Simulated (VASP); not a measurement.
# TiO2 (P4_2/mnm) in VASP: further runs, part 3 of 4

VASP 6.6.1. Earlier steps stand in the parts before.

**4. Band structure, PBE**

Input file INCAR:

```
SYSTEM = TiO2
ALGO = Normal
EDIFF = 1E-6
ENCUT = 520
GGA = PE
ISIF = 2
ISMEAR = -1
LASPH = .True.
LCHARG = .False.
LMAXMIX = 4
LREAL = .False.
LWAVE = .False.
NELM = 80
PREC = Accurate
SIGMA = 0.05
```

Input file KPOINTS:

```
k-points
0
Gamma
  6 6 9
  0 0 0
```

Input file POSCAR:

```
TiO2
1.0
    4.5998373239      0.0000000000      0.0000000000
    0.0000000000      4.5998373239      0.0000000000
    0.0000000000      0.0000000000      2.9592135600
Ti O
2 4
Direct
    0.0000000000      0.0000000000      0.5000000000
    0.5000000000      0.5000000000      0.0000000000
    0.3043213200      0.3043213200      0.5000000000
    0.1956786800      0.8043213200      0.0000000000
    0.8043213200      0.1956786800      0.0000000000
    0.6956786800      0.6956786800      0.5000000000
```

Input file KPOINTS_OPT:

```
path GXMGZRAZ,XR,MA
15
line-mode
reciprocal
 0.0000000000  0.0000000000  0.0000000000  G
 0.0000000000  0.5000000000  0.0000000000  X

 0.0000000000  0.5000000000  0.0000000000  X
 0.5000000000  0.5000000000  0.0000000000  M

 0.5000000000  0.5000000000  0.0000000000  M
 0.0000000000  0.0000000000  0.0000000000  G

 0.0000000000  0.0000000000  0.0000000000  G
 0.0000000000  0.0000000000  0.5000000000  Z

 0.0000000000  0.0000000000  0.5000000000  Z
 0.0000000000  0.5000000000  0.5000000000  R

 0.0000000000  0.5000000000  0.5000000000  R
 0.5000000000  0.5000000000  0.5000000000  A

 0.5000000000  0.5000000000  0.5000000000  A
 0.0000000000  0.0000000000  0.5000000000  Z

 0.0000000000  0.5000000000  0.0000000000  X
 0.0000000000  0.5000000000  0.5000000000  R

 0.5000000000  0.5000000000  0.0000000000  M
 0.5000000000  0.5000000000  0.5000000000  A
```

Potentials or basis: VASP PAW PBE potentials, release 64 (Ti_pv, O).

Run with:

```
$ cat potpaw_PBE.64/Ti_pv/POTCAR potpaw_PBE.64/O/POTCAR > POTCAR
$ mpirun -np 1 vasp_std > vasp.out
```

OUTCAR:

```text
SYSTEM = TiO2
   EDIFF = 1E-6
   ENCUT = 520
   GGA = PE
   ISIF = 2
   ISMEAR = -1
   LASPH = .True.
   LREAL = .False.
   NELM = 80
   PREC = Accurate

 ion  position               nearest neighbor table
   1  0.000  0.000  0.500-   4 1.95   5 1.95   4 1.95   5 1.95   3 1.98   6 1.98
   2  0.500  0.500  0.000-   3 1.95   6 1.95   3 1.95   6 1.95   5 1.98   4 1.98
   3  0.304  0.304  0.500-   2 1.95   2 1.95   1 1.98
   4  0.196  0.804  0.000-   1 1.95   1 1.95   2 1.98
   5  0.804  0.196  0.000-   1 1.95   1 1.95   2 1.98
   6  0.696  0.696  0.500-   2 1.95   2 1.95   1 1.98

  LATTYP: Found a simple tetragonal cell.
 ALAT       =     4.5998373239
 C/A-ratio  =     0.6433300466

  Lattice vectors:

 A1 = (   4.5998373239,   0.0000000000,   0.0000000000)
 A2 = (   0.0000000000,   4.5998373239,   0.0000000000)
 A3 = (   0.0000000000,   0.0000000000,   2.9592135600)

Analysis of symmetry for initial positions (statically):
=====================================================================
 Subroutine PRICEL returns:
 Original cell was already a primitive cell.

 Routine SETGRP: Setting up the symmetry group for a
 simple tetragonal supercell.

 Subroutine GETGRP returns: Found 16 space group operations
 (whereof  8 operations were pure point group operations)
 out of a pool of 16 trial point group operations.

The static configuration has the point symmetry D_2h.
 The point group associated with its full space group is D_4h.

Analysis of symmetry for dynamics (positions and initial velocities):
=====================================================================
 Subroutine PRICEL returns:
 Original cell was already a primitive cell.

 Routine SETGRP: Setting up the symmetry group for a
 simple tetragonal supercell.

 Subroutine GETGRP returns: Found 16 space group operations
 (whereof  8 operations were pure point group operations)
 out of a pool of 16 trial point group operations.

The dynamic configuration has the point symmetry D_2h.
 The point group associated with its full space group is D_4h.

 Subroutine INISYM returns: Found 16 space group operations
 (whereof  8 operations are pure point group operations),
 and found     1 'primitive' translations

----------------------------------------------------------------------------------------

                                     Primitive cell

  volume of cell :      62.6125

  direct lattice vectors                    reciprocal lattice vectors
     4.599837324  0.000000000  0.000000000     0.217398993  0.000000000  0.000000000
     0.000000000  4.599837324  0.000000000     0.000000000  0.217398993  0.000000000
     0.000000000  0.000000000  2.959213560     0.000000000  0.000000000  0.337927622

  length of vectors
     4.599837324  4.599837324  2.959213560     0.217398993  0.217398993  0.337927622

  position of ions in fractional coordinates (direct lattice)
     0.000000000  0.000000000  0.500000000
     0.500000000  0.500000000  0.000000000
     0.304321320  0.304321320  0.500000000
     0.195678680  0.804321320  0.000000000
     0.804321320  0.195678680  0.000000000
     0.695678680  0.695678680  0.500000000

  ion indices of the primitive-cell ions
   primitive index   ion index
                 1           1
                 2           2
                 3           3
[... 33 lines left out ...]
  0.166667  0.000000  0.000000      4.000000
  0.333333  0.000000  0.000000      4.000000
  0.500000  0.000000  0.000000      2.000000
  0.166667  0.166667  0.000000      4.000000
  0.333333  0.166667  0.000000      8.000000
[... 16 lines left out ...]
  0.333333  0.000000  0.222222      8.000000
  0.500000  0.000000  0.222222      4.000000
 [... further k-points ...]
   k-points           NKPTS =     50   k-points in BZ     NKDIM =     50   number of bands    NBANDS=     26
   number of dos      NEDOS =    301   number of ions     NIONS =      6
   total plane-waves  NPLWV =  31104
   dimension x,y,z NGX =    36 NGY =   36 NGZ =   24
   dimension x,y,z NGXF=    72 NGYF=   72 NGZF=   48
   ions per type =               2   4
   NGX,Y,Z   is equivalent  to a cutoff of  13.01, 13.01, 13.48 a.u.
   NGXF,Y,Z  is equivalent  to a cutoff of  26.02, 26.02, 26.97 a.u.
 SYSTEM =  TiO2
   PREC   = accura    normal or accurate (medium, high low for compatibility)
   ISTART =      0    job   : 0-new  1-cont  2-samecut
   ICHARG =      2    charge: 1-file 2-atom 10-const
   ISPIN  =      1    spin polarized calculation?
   LNONCOLLINEAR =      F non collinear calculations
   LSORBIT =      F    spin-orbit coupling
   LASPH  =      T    aspherical Exc in radial PAW
   ENCUT  =  520.0 eV  38.22 Ry    6.18 a.u.   8.55  8.55  5.50*2*pi/ulx,y,z
   NELM   =     80;   NELMIN=  2; NELMDL= -5     # of ELM steps
   EDIFF  = 0.1E-05   stopping-criterion for ELM
   LREAL  =      F    real-space projection
   EDIFFG = 0.1E-04   stopping-criterion for IOM
   NSW    =      0    number of steps for IOM
   IBRION =     -1    ionic relax: 0-MD 1-quasi-New 2-CG
   NFREE  =      0    steps in history (QN), initial steepest desc. (CG)
   ISIF   =      2    stress and relaxation
   ISYM   =      2    0-nonsym 1-usesym 2-fastsym
   POTIM  = 0.5000    time-step for ionic-motion
   TEBEG  =    0.0;   TEEND  =   0.0 temperature during run
   PSTRESS=    0.0 pullay stress
   NELECT =      44.0000    total number of electrons
   NUPDOWN=      -1.0000    fix difference up-down
   EMIN   =  10.00;   EMAX   =-10.00  energy-range for DOS
   EFERMI =   0.00;   METHOD = LEGACY
   ISMEAR =    -1;   SIGMA  =   0.05  broadening in eV -4-tet -1-fermi 0-gaus
   EFERMI_NEDOS =   21; number of points for ismear=-14 and -15
   IALGO  =     38    algorithm
   IMIX   =      4    mixing-type and parameters
     AMIX     =   0.40;   BMIX     =  1.00
     AMIX_MAG =   1.60;   BMIX_MAG =  1.00
  volume/ion in A,a.u.               =      10.44        70.42
  Fermi-wavevector in a.u.,A,eV,Ry     =   1.455477  2.750452 28.822757  2.118413
  Thomas-Fermi vector in A             =   2.572507
   LORBIT       =      0    0 simple, 1 ext, 2 COOP (PROOUT), +10 PAW based schemes
   GGA     = PE    functional components
   LHFCALC =     F    Hartree Fock is set to
   AEXX    =    0.0000 exact exchange contribution
   IVDW    =     0    specifies the selected vdW correction
   LEPSILON=     F    determine dielectric tensor
   LRPA    =     F    only Hartree local field effects (RPA)
 non-spin polarized calculation
  energy-cutoff  :      520.00
  volume of cell :       62.61
 maximum number of plane-waves:      1720
 NGX is ok and might be reduce to    36
   NGX = 17   NGY = 17   NGZ = 11

 number of electron      44.0000023 magnetization

 Free energy of the ion-electron system (eV)
  ---------------------------------------------------
  ext. energy  EPLUGINS =         0.00000000
  ---------------------------------------------------
  free energy    TOTEN  =       -53.42978788 eV

  energy without entropy =      -53.42978788  energy(sigma->0) =      -53.42978788

 E-fermi :   4.3579     XC(G=0): -11.3454

 val. band max:        3.4759157562   @ k =   0.0000   0.0000   0.0000
 cond. band min:       5.2873606612   @ k =   0.0000   0.0000   0.0000
 fundamental gap:      1.8114449051
 Fermi energy:         4.3579252747

 k-point     1 :       0.0000    0.0000    0.0000
  band No.  band energies     occupation
      1     -29.8160      2.00000
      2     -29.8160      2.00000
      3     -29.6546      2.00000
      4     -29.6546      2.00000
      5     -29.6175      2.00000
      6     -29.5846      2.00000
[... 685 lines left out ...]
     25       6.5759      0.00000
     26       6.5759      0.00000

 [... further k-points ...]

------------------------ aborting loop because EDIFF is reached ----------------------------------------

  FORCE on cell =-STRESS in cart. coord.  units (eV):
  Direction    XX          YY          ZZ          XY          YZ          ZX
  --------------------------------------------------------------------------------------
  -------------------------------------------------------------------------------------
  Total        2.2417951      2.2417951      2.0628054      0.0000000      0.0000000      0.0000000
  in kB       57.3647683     57.3647683     52.7846438      0.0000000      0.0000000      0.0000000
  external PRESSURE =      55.8380602 kB  Pullay stress =       0.0000000 kB

 VOLUME and BASIS-vectors are now :
 -----------------------------------------------------------------------------
  energy-cutoff  :      520.00
  volume of cell :       62.61
      direct lattice vectors                 reciprocal lattice vectors
     4.599837324  0.000000000  0.000000000     0.217398993  0.000000000  0.000000000
     0.000000000  4.599837324  0.000000000     0.000000000  0.217398993  0.000000000
     0.000000000  0.000000000  2.959213560     0.000000000  0.000000000  0.337927622

 POSITION                                       TOTAL-FORCE (eV/Angst)
 -----------------------------------------------------------------------------------
      0.00000      0.00000      1.47961        -0.000000      0.000000      0.000000
      2.29992      2.29992      0.00000        -0.000000      0.000000      0.000000
      1.39983      1.39983      1.47961        -0.030622     -0.030622      0.000000
      0.90009      3.69975      0.00000         0.030622     -0.030622      0.000000
      3.69975      0.90009      0.00000        -0.030622      0.030622     -0.000000
      3.20001      3.20001      1.47961         0.030622      0.030622     -0.000000
 -----------------------------------------------------------------------------------
    total drift:                                0.000000      0.000000      0.000000

  FREE ENERGIE OF THE ION-ELECTRON SYSTEM (eV)
  ---------------------------------------------------
  free  energy   TOTEN  =       -53.4297878816 eV

  energy  without entropy=      -53.4297878809  energy(sigma->0) =      -53.42978788
```

Wall time 3 min (1 thread of Intel Xeon Platinum 8488C (Sapphire Rapids), shared host); peak memory 0.26 GiB.

Results:

| Item | Value |
| --- | --- |
| Free energy | -53.4298 eV |
| Pressure | 5.6 GPa |
| Largest force | 0.043 eV/Å |
| Band gap on the k mesh | 1.81 eV, direct |
| Band gap along the path | 1.81 eV, direct |

Forces on the atoms (eV/Å):
```
Ti   0.000  0.000  0.000
Ti   0.000  0.000  0.000
O   -0.031 -0.031  0.000
O    0.031 -0.031  0.000
O   -0.031  0.031  0.000
O    0.031  0.031  0.000
```

Levels at the corners of the path, in eV from the valence-band top:
| point | band 20 | band 21 | band 22 | band 23 | band 24 | band 25 |
| --- | --- | --- | --- | --- | --- | --- |
| Γ | -0.43 | -0.43 | 0.00 | 1.81 | 2.10 | 2.39 |
| X | -1.64 | -0.74 | -0.74 | 2.48 | 2.48 | 2.97 |
| X | -1.64 | -0.74 | -0.74 | 2.48 | 2.48 | 2.97 |
| M | -1.29 | -1.05 | -1.05 | 1.85 | 1.85 | 2.46 |
| M | -1.29 | -1.05 | -1.05 | 1.85 | 1.85 | 2.46 |
| Γ | -0.43 | -0.43 | 0.00 | 1.81 | 2.10 | 2.34 |
| Γ | -0.43 | -0.43 | 0.00 | 1.81 | 2.10 | 2.36 |
| Z | -2.36 | -1.43 | -1.43 | 2.92 | 2.92 | 3.11 |
| Z | -2.36 | -1.43 | -1.43 | 2.92 | 2.92 | 3.11 |
| R | -2.04 | -1.02 | -1.02 | 1.86 | 1.86 | 3.13 |
| R | -2.04 | -1.02 | -1.02 | 1.86 | 1.86 | 3.13 |
| A | -1.28 | -0.67 | -0.67 | 2.55 | 2.55 | 3.15 |
| A | -1.28 | -0.67 | -0.67 | 2.55 | 2.55 | 3.15 |
| Z | -2.36 | -1.43 | -1.43 | 2.92 | 2.92 | 3.11 |
| X | -1.64 | -0.74 | -0.74 | 2.48 | 2.48 | 2.97 |
| R | -2.04 | -1.02 | -1.02 | 1.86 | 1.86 | 3.13 |
| M | -1.29 | -1.05 | -1.05 | 1.85 | 1.85 | 2.46 |
| A | -1.28 | -0.67 | -0.67 | 2.55 | 2.55 | 3.15 |

**5. Band structure, PBE**

Input file INCAR:

```
SYSTEM = TiO2
PREC = Accurate
ENCUT = 600
EDIFF = 1E-6
ISMEAR = -1
SIGMA = 0.05
LREAL = .FALSE.
LASPH = .TRUE.
NELM = 60
ALGO = Fast
ISIF = 2
LWAVE = .FALSE.
LCHARG = .FALSE.
LMAXMIX = 4
GGA = PE
```

Input file KPOINTS:

```
Automatic mesh
0
G
  6 6 9
  0 0 0
```

POSCAR is that of step 4.

KPOINTS_OPT: that of step 4 with these lines changed.

```diff
@@ -1,3 +1,3 @@
 path GXMGZRAZ,XR,MA
-15
+20
 line-mode
```

Potentials or basis: VASP PAW PBE potentials, release 64 (Ti_sv_GW, O_GW).

Run with:

```
$ cat potpaw_PBE.64/Ti_sv_GW/POTCAR potpaw_PBE.64/O_GW/POTCAR > POTCAR
$ mpirun -np 1 vasp_std > vasp.out
```

OUTCAR:

```text
SYSTEM = TiO2
   PREC = Accurate
   ENCUT = 600
   EDIFF = 1E-6
   ISMEAR = -1
   LREAL = .FALSE.
   LASPH = .TRUE.
   NELM = 60
   ISIF = 2
   GGA = PE

 ion  position               nearest neighbor table
   1  0.000  0.000  0.500-   4 1.95   5 1.95   4 1.95   5 1.95   3 1.98   6 1.98
   2  0.500  0.500  0.000-   3 1.95   6 1.95   3 1.95   6 1.95   5 1.98   4 1.98
   3  0.304  0.304  0.500-   2 1.95   2 1.95   1 1.98
   4  0.196  0.804  0.000-   1 1.95   1 1.95   2 1.98
   5  0.804  0.196  0.000-   1 1.95   1 1.95   2 1.98
   6  0.696  0.696  0.500-   2 1.95   2 1.95   1 1.98

  LATTYP: Found a simple tetragonal cell.
 ALAT       =     4.5998373239
 C/A-ratio  =     0.6433300466

  Lattice vectors:

 A1 = (   4.5998373239,   0.0000000000,   0.0000000000)
 A2 = (   0.0000000000,   4.5998373239,   0.0000000000)
 A3 = (   0.0000000000,   0.0000000000,   2.9592135600)

Analysis of symmetry for initial positions (statically):
=====================================================================
 Subroutine PRICEL returns:
 Original cell was already a primitive cell.

 Routine SETGRP: Setting up the symmetry group for a
 simple tetragonal supercell.

 Subroutine GETGRP returns: Found 16 space group operations
 (whereof  8 operations were pure point group operations)
 out of a pool of 16 trial point group operations.

The static configuration has the point symmetry D_2h.
 The point group associated with its full space group is D_4h.

Analysis of symmetry for dynamics (positions and initial velocities):
=====================================================================
 Subroutine PRICEL returns:
 Original cell was already a primitive cell.

 Routine SETGRP: Setting up the symmetry group for a
 simple tetragonal supercell.

 Subroutine GETGRP returns: Found 16 space group operations
 (whereof  8 operations were pure point group operations)
[... 133 lines left out ...]
  Fermi-wavevector in a.u.,A,eV,Ry     =   1.498309  2.831394 30.544140  2.244931
  Thomas-Fermi vector in A             =   2.610085
   LORBIT       =      0    0 simple, 1 ext, 2 COOP (PROOUT), +10 PAW based schemes
   GGA     = PE    functional components
   LHFCALC =     F    Hartree Fock is set to
   AEXX    =    0.0000 exact exchange contribution
   IVDW    =     0    specifies the selected vdW correction
   LEPSILON=     F    determine dielectric tensor
   LRPA    =     F    only Hartree local field effects (RPA)
 non-spin polarized calculation
 RMM-DIIS sequential band-by-band and
  energy-cutoff  :      600.00
  volume of cell :       62.61
 maximum number of plane-waves:      2112
 NGX is ok and might be reduce to    40
   NGX = 19   NGY = 19   NGZ = 11

 number of electron      47.9999991 magnetization

 Free energy of the ion-electron system (eV)
  ---------------------------------------------------
  ext. energy  EPLUGINS =         0.00000000
  ---------------------------------------------------
  free energy    TOTEN  =       -58.29867813 eV

  energy without entropy =      -58.29867813  energy(sigma->0) =      -58.29867813

 E-fermi :   5.6980     XC(G=0): -11.4067

 val. band max:        4.8004597671   @ k =   0.0000   0.0000   0.0000
 cond. band min:       6.6591807031   @ k =   0.0000   0.0000   0.0000
 fundamental gap:      1.8587209360
 Fermi energy:         5.6979515650

 k-point     1 :       0.0000    0.0000    0.0000
  band No.  band energies     occupation
      1     -52.0847      2.00000
      2     -52.0681      2.00000
      3     -28.4020      2.00000
      4     -28.4020      2.00000
      5     -28.2381      2.00000
      6     -28.2381      2.00000
[... 733 lines left out ...]
     27       7.9437      0.00000
     28       8.0058      0.00000

 [... further k-points ...]

------------------------ aborting loop because EDIFF is reached ----------------------------------------

  FORCE on cell =-STRESS in cart. coord.  units (eV):
  Direction    XX          YY          ZZ          XY          YZ          ZX
  --------------------------------------------------------------------------------------
  -------------------------------------------------------------------------------------
  Total        1.3421711      1.3421711      1.0407602      0.0000000      0.0000000      0.0000000
  in kB       34.3445014     34.3445014     26.6317686      0.0000000      0.0000000      0.0000000
  external PRESSURE =      31.7735905 kB  Pullay stress =       0.0000000 kB

 VOLUME and BASIS-vectors are now :
 -----------------------------------------------------------------------------
  energy-cutoff  :      600.00
  volume of cell :       62.61
      direct lattice vectors                 reciprocal lattice vectors
     4.599837324  0.000000000  0.000000000     0.217398993  0.000000000  0.000000000
     0.000000000  4.599837324  0.000000000     0.000000000  0.217398993  0.000000000
     0.000000000  0.000000000  2.959213560     0.000000000  0.000000000  0.337927622

 POSITION                                       TOTAL-FORCE (eV/Angst)
 -----------------------------------------------------------------------------------
      0.00000      0.00000      1.47961         0.000000     -0.000000     -0.000000
      2.29992      2.29992      0.00000         0.000000     -0.000000     -0.000000
      1.39983      1.39983      1.47961         0.003685      0.003685      0.000000
      0.90009      3.69975      0.00000        -0.003685      0.003685     -0.000000
      3.69975      0.90009      0.00000         0.003685     -0.003685     -0.000000
      3.20001      3.20001      1.47961        -0.003685     -0.003685     -0.000000
 -----------------------------------------------------------------------------------
    total drift:                                0.000000      0.000000     -0.000000

  FREE ENERGIE OF THE ION-ELECTRON SYSTEM (eV)
  ---------------------------------------------------
  free  energy   TOTEN  =       -58.2986781309 eV

  energy  without entropy=      -58.2986781305  energy(sigma->0) =      -58.29867813
```

Wall time 17 min (1 thread of Intel Xeon Platinum 8488C (Sapphire Rapids), shared host); peak memory 0.32 GiB.

Results:

```
Free energy             : -58.2987 eV
Pressure                : 3.2 GPa
Largest force           : 0.005 eV/Å
Band gap on the k mesh  : 1.86 eV, direct
Band gap along the path : 1.86 eV, direct
```

Forces on the atoms (eV/Å):
```
Ti   0.000  0.000  0.000
Ti   0.000  0.000  0.000
O    0.004  0.004  0.000
O   -0.004  0.004  0.000
O    0.004 -0.004  0.000
O   -0.004 -0.004  0.000
```

Levels at the corners of the path, in eV from the valence-band top:
| point | band 22 | band 23 | band 24 | band 25 | band 26 | band 27 |
| --- | --- | --- | --- | --- | --- | --- |
| Γ | -0.46 | -0.46 | 0.00 | 1.86 | 2.16 | 2.40 |
| X | -1.65 | -0.74 | -0.74 | 2.52 | 2.58 | 3.02 |
| X | -1.65 | -0.74 | -0.74 | 2.52 | 2.55 | 3.03 |
| M | -1.32 | -1.08 | -1.08 | 1.89 | 1.89 | 2.51 |
| M | -1.32 | -1.08 | -1.08 | 1.89 | 1.89 | 2.51 |
| Γ | -0.46 | -0.46 | 0.00 | 1.86 | 2.15 | 2.39 |
| Γ | -0.46 | -0.46 | 0.00 | 1.86 | 2.27 | 2.45 |
| Z | -2.37 | -1.43 | -1.43 | 2.97 | 2.98 | 3.17 |
| Z | -2.37 | -1.43 | -1.43 | 2.97 | 3.01 | 3.17 |
| R | -2.04 | -1.04 | -1.04 | 1.91 | 1.91 | 3.19 |
| R | -2.04 | -1.04 | -1.04 | 1.91 | 1.91 | 3.21 |
| A | -1.29 | -0.68 | -0.68 | 2.60 | 2.68 | 3.20 |
| A | -1.29 | -0.68 | -0.68 | 2.59 | 2.63 | 3.20 |
| Z | -2.37 | -1.43 | -1.43 | 2.98 | 3.01 | 3.17 |
| X | -1.65 | -0.74 | -0.74 | 2.52 | 2.53 | 3.03 |
| R | -2.04 | -1.04 | -1.04 | 1.91 | 1.91 | 3.21 |
| M | -1.32 | -1.08 | -1.08 | 1.89 | 1.89 | 2.51 |
| A | -1.29 | -0.68 | -0.68 | 2.60 | 2.74 | 3.20 |

(Continued in part 4 of 4.)
